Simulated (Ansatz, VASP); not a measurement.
## Al in VASP and in Ansatz

```
CELL_PARAMETERS angstrom
2.83973 0.00000 0.00000
-1.41986 2.45927 0.00000
0.00000 0.00000 4.79929
ATOMIC_POSITIONS crystal
Al 0.66667 0.33333 0.75000
Al 0.33333 0.66667 0.25000
```

Alike in both runs: functional PBEsol; k mesh 14 × 14 × 7; occupations methfessel-paxton of order 1, width 0.05 eV; no spin polarisation.

Ansatz relaxed the structure, and its values are those at the end. VASP's run is a single point on that final structure, the one shown.

|  | VASP | Ansatz |
| --- | --- | --- |
| version | VASP 6.6.1 | Ansatz 0.2.0 |
| potentials or method | VASP PAW PBE potentials, release 64 (Al) | plane waves, PAW |
| plane-wave cutoff (eV) | 520 | 420 |
| valence electrons in the cell | 6 | 6 |

```tsv
	VASP	Ansatz	Ansatz less VASP
pressure (GPa)	-1.9	-2.0	-0.05
```

The functional is the same, so the differences come from potentials, cutoffs and numerics.

Caveats: the PAW data sets were made with another functional, which shifts forces and pressure a little (VASP).
